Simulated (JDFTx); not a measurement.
# Hf: equation of state with PBE

The system is Hf.

```xyz
1
Lattice="-1.8050 1.8050 1.8050 1.8050 -1.8050 1.8050 1.8050 1.8050 -1.8050" Properties=species:S:1:pos:R:3 pbc="T T T"
Hf    0.0000    0.0000    0.0000
```

This isn't the form of Hf at room conditions, which is hcp.

- Program: JDFTx 1.7.0 (patched build)
- Task: equation of state
- Functional: PBE
- Potentials or basis: PseudoDojo-SR-PBE-0.5-standard
- Cutoff: 789 eV
- Density cutoff: 3157 eV
- k mesh: 10 × 10 × 10
- Occupations: fermi-dirac, width 0.05 eV
- Spin: no spin polarisation

| Property | Result |
| --- | --- |
| Equilibrium volume | 22.35 Å³/atom |
| Bulk modulus | 104 GPa |
| Pressure derivative of the bulk modulus | 3.6 |

Energy against volume, from the lowest point:
```tsv
volume (Å³/atom)	energy (meV/atom)
22.112	0.03
22.582	0.00
23.052	6.08
23.523	17.69
23.993	34.32
24.464	55.52
24.934	80.87
```

Spin-orbit coupling is left out, which matters for the levels of Hf.
